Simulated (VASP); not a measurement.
# Te2Pt (Moncheite) (P-3m1) in VASP: further runs

Aim: see how the results for Te2Pt (Moncheite) move with the level of theory and the settings. Levels: PBE+D3(BJ), r2SCAN+rVV10. Tasks: single point, relaxation of cell and atoms.

Program: VASP 6.6.1. These are calculated values, not measurements. Logs are shortened: lines on timing, memory, paths and dates and some standing lists are left out, and cuts for length are marked.

## Step 1: Starting point

Symmetry: P-3m1, No. 164, trigonal system. The conventional cell has a = 4.049 Å, b = 4.049 Å, c = 5.132 Å, α = 90.00°, β = 90.00°, γ = 120.00°. Around Te (site symmetry 3m) lie 3 Pt at 2.70 Å. Pt (site symmetry -3m) has 6 Te at 2.70 Å as nearest neighbours.

## Step 2: Single point, PBE+D3(BJ)

Input file INCAR:

```
ALGO = Normal
EDIFF = 1E-6
ENCUT = 520
GGA = PE
ISIF = 2
ISMEAR = -1
IVDW = 12
LASPH = True
LCHARG = True
LELF = True
LREAL = False
LVHAR = True
LWAVE = False
NBANDS = 18
NELM = 100
PREC = Accurate
SIGMA = 0.02
```

Input file KPOINTS:

```
k-points
0
Gamma
  6 6 4
```

Input file POSCAR:

```
Te2Pt
1.0
    4.0486605182      0.0000000000      0.0000000000
   -2.0243302591      3.5062428600      0.0000000000
    0.0000000000      0.0000000000      5.1318975943
Te Pt
2 1
Direct
    0.3333333333      0.6666666667      0.2649898182
    0.6666666667      0.3333333333      0.7350101818
    0.0000000000      0.0000000000      0.0000000000
```

Potentials or basis: VASP PAW PBE potentials, release 64 (Te, Pt).

The run is started by

```
> cat potpaw_PBE.64/Te/POTCAR potpaw_PBE.64/Pt/POTCAR > POTCAR
> mpirun -np 1 vasp_std > vasp.out
```

OUTCAR:

```text
EDIFF = 1E-6
   ENCUT = 520
   GGA = PE
   ISIF = 2
   ISMEAR = -1
   IVDW = 12
   LASPH = True
   LREAL = False
   NELM = 100
   PREC = Accurate
 IVDW          = 12

 ion  position               nearest neighbor table
   1  0.333  0.667  0.265-   3 2.70   3 2.70   3 2.70   2 3.36   2 3.36   2 3.36   2 3.59   2 3.59
                             2 3.59
   2  0.667  0.333  0.735-   3 2.70   3 2.70   3 2.70   1 3.36   1 3.36   1 3.36   1 3.59   1 3.59
                             1 3.59
   3  0.000  0.000  0.000-   1 2.70   2 2.70   1 2.70   2 2.70   2 2.70   1 2.70

  LATTYP: Found a hexagonal cell.
 ALAT       =     4.0486605182
 C/A-ratio  =     1.2675544347

  Lattice vectors:

 A1 = (   4.0486605182,   0.0000000000,   0.0000000000)
 A2 = (  -2.0243302591,   3.5062428600,   0.0000000000)
 A3 = (   0.0000000000,   0.0000000000,   5.1318975943)

Analysis of symmetry for initial positions (statically):
=====================================================================
 Subroutine PRICEL returns:
 Original cell was already a primitive cell.

 Routine SETGRP: Setting up the symmetry group for a
 hexagonal supercell.

 Subroutine GETGRP returns: Found 12 space group operations
 (whereof 12 operations were pure point group operations)
 out of a pool of 24 trial point group operations.

The static configuration has the point symmetry D_3d.

Analysis of symmetry for dynamics (positions and initial velocities):
=====================================================================
 Subroutine PRICEL returns:
 Original cell was already a primitive cell.

 Routine SETGRP: Setting up the symmetry group for a
 hexagonal supercell.

 Subroutine GETGRP returns: Found 12 space group operations
 (whereof 12 operations were pure point group operations)
 out of a pool of 24 trial point group operations.

The dynamic configuration has the point symmetry D_3d.

 Subroutine INISYM returns: Found 12 space group operations
 (whereof 12 operations are pure point group operations),
 and found     1 'primitive' translations

----------------------------------------------------------------------------------------

                                     Primitive cell

  volume of cell :      72.8503

  direct lattice vectors                    reciprocal lattice vectors
     4.048660518  0.000000000  0.000000000     0.246995271  0.142602786  0.000000000
    -2.024330259  3.506242860  0.000000000     0.000000000  0.285205572  0.000000000
     0.000000000  0.000000000  5.131897594     0.000000000  0.000000000  0.194859695

  length of vectors
     4.048660518  4.048660518  5.131897594     0.285205572  0.285205572  0.194859695

  position of ions in fractional coordinates (direct lattice)
     0.333333333  0.666666667  0.264989818
     0.666666667  0.333333333  0.735010182
     0.000000000  0.000000000  0.000000000

  ion indices of the primitive-cell ions
   primitive index   ion index
                 1           1
                 2           2
                 3           3

----------------------------------------------------------------------------------------

 KPOINTS: k-points

Automatic generation of k-mesh.
 Grid dimensions read from file:
 generate k-points for:    6    6    4

 Generating k-lattice:

  Cartesian coordinates                     Fractional coordinates (reciprocal lattice)
     0.041165878  0.023767131  0.000000000     0.166666667 -0.000000000  0.000000000
     0.000000000  0.047534262  0.000000000     0.000000000  0.166666667  0.000000000
     0.000000000  0.000000000  0.048714924     0.000000000  0.000000000  0.250000000

  Length of vectors
     0.047534262  0.047534262  0.048714924

  Shift w.r.t. Gamma in fractional coordinates (k-lattice)
     0.000000000  0.000000000  0.000000000

 Subroutine IBZKPT returns following result:
 ===========================================

 Found     24 irreducible k-points:

 Following reciprocal coordinates:
            Coordinates               Weight
  0.000000  0.000000  0.000000      1.000000
  0.166667 -0.000000  0.000000      6.000000
  0.333333  0.000000  0.000000      6.000000
  0.500000 -0.000000  0.000000      3.000000
  0.166667  0.166667  0.000000      6.000000
  0.333333  0.166667  0.000000     12.000000
[... 16 lines left out ...]
  0.333333  0.166667  0.500000     12.000000
  0.333333  0.333333  0.500000      2.000000
   k-points           NKPTS =     24   k-points in BZ     NKDIM =     24   number of bands    NBANDS=     18
   number of dos      NEDOS =    301   number of ions     NIONS =      3
   total plane-waves  NPLWV =  36000
   dimension x,y,z NGX =    30 NGY =   30 NGZ =   40
   dimension x,y,z NGXF=    60 NGYF=   60 NGZF=   80
   ions per type =               2   1
   NGX,Y,Z   is equivalent  to a cutoff of  12.32, 12.32, 12.96 a.u.
   NGXF,Y,Z  is equivalent  to a cutoff of  24.64, 24.64, 25.92 a.u.
 SYSTEM =  unknown system
   PREC   = accura    normal or accurate (medium, high low for compatibility)
   ISTART =      0    job   : 0-new  1-cont  2-samecut
   ICHARG =      2    charge: 1-file 2-atom 10-const
   ISPIN  =      1    spin polarized calculation?
   LNONCOLLINEAR =      F non collinear calculations
   LSORBIT =      F    spin-orbit coupling
   LASPH  =      T    aspherical Exc in radial PAW
   ENCUT  =  520.0 eV  38.22 Ry    6.18 a.u.   7.53  7.53  9.54*2*pi/ulx,y,z
   NELM   =    100;   NELMIN=  2; NELMDL= -5     # of ELM steps
   EDIFF  = 0.1E-05   stopping-criterion for ELM
   LREAL  =      F    real-space projection
   EDIFFG = 0.1E-04   stopping-criterion for IOM
   NSW    =      0    number of steps for IOM
   IBRION =     -1    ionic relax: 0-MD 1-quasi-New 2-CG
   NFREE  =      0    steps in history (QN), initial steepest desc. (CG)
   ISIF   =      2    stress and relaxation
   ISYM   =      2    0-nonsym 1-usesym 2-fastsym
   POTIM  = 0.5000    time-step for ionic-motion
   TEBEG  =    0.0;   TEEND  =   0.0 temperature during run
   PSTRESS=    0.0 pullay stress
   NELECT =      22.0000    total number of electrons
   NUPDOWN=      -1.0000    fix difference up-down
   EMIN   =  10.00;   EMAX   =-10.00  energy-range for DOS
   EFERMI =   0.00;   METHOD = LEGACY
   ISMEAR =    -1;   SIGMA  =   0.02  broadening in eV -4-tet -1-fermi 0-gaus
   EFERMI_NEDOS =   21; number of points for ismear=-14 and -15
   IALGO  =     38    algorithm
   IMIX   =      4    mixing-type and parameters
     AMIX     =   0.40;   BMIX     =  1.00
     AMIX_MAG =   1.60;   BMIX_MAG =  1.00
  volume/ion in A,a.u.               =      24.28       163.87
  Fermi-wavevector in a.u.,A,eV,Ry     =   1.098345  2.075570 16.413535  1.206361
  Thomas-Fermi vector in A             =   2.234720
   LORBIT       =      0    0 simple, 1 ext, 2 COOP (PROOUT), +10 PAW based schemes
   GGA     = PE    functional components
   LHFCALC =     F    Hartree Fock is set to
   AEXX    =    0.0000 exact exchange contribution
   IVDW    =    12    specifies the selected vdW correction
   LEPSILON=     F    determine dielectric tensor
   LRPA    =     F    only Hartree local field effects (RPA)
 non-spin polarized calculation
  energy-cutoff  :      520.00
  volume of cell :       72.85
 maximum number of plane-waves:      1983
   NGX = 15   NGY = 15   NGZ = 19

 number of electron      21.9999996 magnetization

 Free energy of the ion-electron system (eV)
  ---------------------------------------------------
  ext. energy  EPLUGINS =         0.00000000
  ---------------------------------------------------
  free energy    TOTEN  =       -13.52374671 eV

  energy without entropy =      -13.52283059  energy(sigma->0) =      -13.52328865

 E-fermi :   8.7858     XC(G=0): -10.5859

 val. band max:        8.7550636552   @ k =   0.1667   0.1667   0.0000
 cond. band min:       8.8692238483   @ k =   0.5000  -0.0000   0.0000
 fundamental gap:      0.1141601931
 Fermi energy:         8.7858268928

 k-point     1 :       0.0000    0.0000    0.0000
  band No.  band energies     occupation
      1      -5.2766      2.00000
      2      -1.7402      2.00000
      3       2.0405      2.00000
      4       3.1194      2.00000
      5       3.1194      2.00000
      6       5.0666      2.00000
[... 10 lines left out ...]
     17      14.7124      0.00000
     18      18.1885      0.00000

 k-point     2 :       0.1667   -0.0000    0.0000
  band No.  band energies     occupation
      1      -4.9831      2.00000
      2      -1.9208      2.00000
      3       2.3809      2.00000
      4       3.2753      2.00000
      5       3.3670      2.00000
      6       4.7543      2.00000
[... 10 lines left out ...]
     17      15.2083      0.00000
     18      16.1316      0.00000

 k-point     3 :       0.3333    0.0000    0.0000
  band No.  band energies     occupation
      1      -4.1914      2.00000
      2      -2.3797      2.00000
      3       2.9107      2.00000
      4       3.4082      2.00000
      5       3.6206      2.00000
      6       4.2474      2.00000
[... 10 lines left out ...]
     17      14.9498      0.00000
     18      16.4033      0.00000

 k-point     4 :       0.5000   -0.0000    0.0000
  band No.  band energies     occupation
      1      -3.3839      2.00000
      2      -2.9513      2.00000
      3       2.1504      2.00000
      4       3.7813      2.00000
      5       4.0421      2.00000
      6       5.0440      2.00000
[... 375 lines left out ...]
      4       2.9749      2.00000
      5       3.9262      2.00000
      6       4.3725      2.00000
[... 10 lines left out ...]
     17      15.7961      0.00000
     18      16.9610      0.00000

 k-point    23 :       0.3333    0.1667    0.5000
  band No.  band energies     occupation
      1      -3.2037      2.00000
      2      -2.9111      2.00000
      3       2.0777      2.00000
      4       2.7065      2.00000
      5       3.7329      2.00000
      6       4.4074      2.00000
[... 10 lines left out ...]
     17      16.4278      0.00000
     18      17.3086      0.00000

 k-point    24 :       0.3333    0.3333    0.5000
  band No.  band energies     occupation
      1      -2.9237      2.00000
      2      -2.9237      2.00000
      3       2.6998      2.00000
      4       2.6998      2.00000
      5       2.9644      2.00000
      6       4.5218      2.00000
[... 10 lines left out ...]
     17      15.6747      0.00000
     18      16.9776      0.00000

------------------------ aborting loop because EDIFF is reached ----------------------------------------

 Edisp (eV)   -1.68765

 E8    (eV) :    -0.7746

  FORCE on cell =-STRESS in cart. coord.  units (eV):
  Direction    XX          YY          ZZ          XY          YZ          ZX
  --------------------------------------------------------------------------------------
  -------------------------------------------------------------------------------------
  Total      -0.09405    -0.09405    -0.05290     0.00000     0.00000     0.00000
  in kB      -2.06842    -2.06842    -1.16340     0.00000     0.00000     0.00000
  external pressure =       -1.77 kB  Pullay stress =        0.00 kB

 VOLUME and BASIS-vectors are now :
 -----------------------------------------------------------------------------
  energy-cutoff  :      520.00
  volume of cell :       72.85
      direct lattice vectors                 reciprocal lattice vectors
     4.048660518  0.000000000  0.000000000     0.246995271  0.142602786  0.000000000
    -2.024330259  3.506242860  0.000000000     0.000000000  0.285205572  0.000000000
     0.000000000  0.000000000  5.131897594     0.000000000  0.000000000  0.194859695

 POSITION                                       TOTAL-FORCE (eV/Angst)
 -----------------------------------------------------------------------------------
     -0.00000      2.33750      1.35990         0.000000      0.000000     -0.008642
      2.02433      1.16875      3.77200        -0.000000      0.000000      0.008642
      0.00000      0.00000      0.00000        -0.000000      0.000000     -0.000000
 -----------------------------------------------------------------------------------
    total drift:                                0.000000     -0.000000      0.000000

  FREE ENERGIE OF THE ION-ELECTRON SYSTEM (eV)
  ---------------------------------------------------
  free  energy   TOTEN  =       -15.2113941330 eV

  energy  without entropy=      -15.2104780100  energy(sigma->0) =      -15.21093607
```

Run time: 25 s. Hardware: 1 thread of Intel Xeon Platinum 8488C (Sapphire Rapids), shared host; peak memory 0.2 GiB.

What came out:

```
Free energy                : -15.2114 eV
Pressure                   : -0.2 GPa
Largest force              : 0.009 eV/Å
Band gap on the k mesh     : none (metal or under the smearing width)
Dispersion energy per atom : -0.563 eV
```

Forces on the atoms (eV/Å):
```
Te   0.000  0.000 -0.009
Te   0.000  0.000  0.009
Pt   0.000  0.000  0.000
```

Caveat: pairwise dispersion overbinds metals, which lowers pressure and volume. Spin-orbit coupling is left out, which matters for the levels of Pt, Te.

## Step 3: Relaxation of cell and atoms, PBE+D3(BJ)

This run uses another cell than the first one, of 24.14 Å³/atom, 0.994 times its volume.

Input file INCAR:

```
PREC = Accurate
ENCUT = 600
EDIFF = 1E-7
ISMEAR = -1
SIGMA = 0.02
LREAL = F
LASPH = T
NELM = 100
ALGO = Fast
ISIF = 3
LWAVE = F
LCHARG = F
GGA = PE
IVDW = 12
IBRION = 2
NSW = 80
EDIFFG = -0.005
```

Input file KPOINTS:

```
Automatic mesh
0
Gamma
  6 6 4
```

Input file POSCAR:

```
Te2Pt
1.0
    4.0100000000      0.0000000000      0.0000000000
   -2.0050000000      3.4727618692      0.0000000000
    0.0000000000      0.0000000000      5.2010000000
Te Pt
2 1
Direct
    0.3333333333      0.6666666667      0.2500000000
    0.6666666667      0.3333333333      0.7500000000
    0.0000000000      0.0000000000      0.0000000000
```

Potentials or basis: VASP PAW PBE potentials, release 64 (Te, Pt).

The run is started by

```
> cat potpaw_PBE.64/Te/POTCAR potpaw_PBE.64/Pt/POTCAR > POTCAR
> mpirun -np 1 vasp_std > vasp.out
```

Wall time 4.7 min (1 thread of Intel Xeon Platinum 8488C (Sapphire Rapids), shared host); peak memory 0.24 GiB.

It converged, with:

* Free energy: -15.2115 eV
* Relaxed volume: 24.23 Å³/atom
* Relaxed cell: a = 4.046 Å, b = 4.046 Å, c = 5.129 Å, α = 90.00°, β = 90.00°, γ = 120.00°
* Space group after relaxing (to 0.05 Å): P-3m1 (No. 164)
* Energy gained by relaxing: 30.1 meV/atom
* Ionic steps: 16
* Pressure after relaxing: 0.0 GPa
* Band gap on the k mesh: none (metal or under the smearing width)
* Dispersion energy per atom: -0.564 eV

The path:
```tsv
step	energy change (eV)	largest force (eV/Å)	pressure (GPa)	volume (Å³)
1	0.0000	1.0728	4.60	72.43
2	0.0682	0.4849	-7.05	79.94
3	-0.0612	0.3519	-0.91	75.31
4	-0.0612	0.3651	-0.81	75.25
5	-0.0757	0.2479	-0.52	74.47
6	-0.0863	0.0018	0.20	72.95
7	-0.0864	0.0254	0.13	73.08
8	-0.0890	0.0540	-0.39	73.11
9	-0.0892	0.0746	-0.51	73.11
10	-0.0901	0.0115	0.20	72.48
11	-0.0902	0.0255	0.04	72.62
12	-0.0902	0.0266	0.03	72.63
13	-0.0903	0.0178	0.01	72.67
14	-0.0903	0.0057	-0.04	72.72
15	-0.0903	0.0059	0.05	72.68
16	-0.0903	0.0008	0.02	72.70
```

Final structure:
```cif
data_structure
_symmetry_space_group_name_H-M 'P 1'
_symmetry_Int_Tables_number 1
_cell_length_a 4.0456
_cell_length_b 4.0456
_cell_length_c 5.1287
_cell_angle_alpha 90.000
_cell_angle_beta 90.000
_cell_angle_gamma 120.000
_cell_volume 72.70
loop_
_atom_site_label
_atom_site_type_symbol
_atom_site_fract_x
_atom_site_fract_y
_atom_site_fract_z
_atom_site_occupancy
Te1 Te 0.33333 0.66667 0.26511 1
Te2 Te 0.66667 0.33333 0.73489 1
Pt1 Pt 0.00000 0.00000 0.00000 1
```

Levels at points of the mesh, in eV from the Fermi level:
```
           k point  band 7  band 8  band 9  band 10  band 11  band 12  band 13  band 14  band 15
(0.00, 0.00, 0.00)   -3.73   -2.68   -0.49    -0.49     0.82     0.82     1.59     2.61     4.21
(0.50, 0.00, 0.00)   -3.52   -3.43   -3.37    -3.31    -2.88     0.08     2.62     3.93     5.40
(0.00, 0.00, 0.50)   -3.77   -2.29   -1.38    -1.30    -1.30     2.23     2.23     4.20     4.97
(0.50, 0.00, 0.50)   -3.45   -3.38   -3.22    -2.29    -0.69     0.26     1.36     4.39     4.43
```

Caveat: pairwise dispersion overbinds metals, which lowers pressure and volume. Zero-point motion and thermal expansion aren't in these numbers.

(Continued in part 2 of 3.)
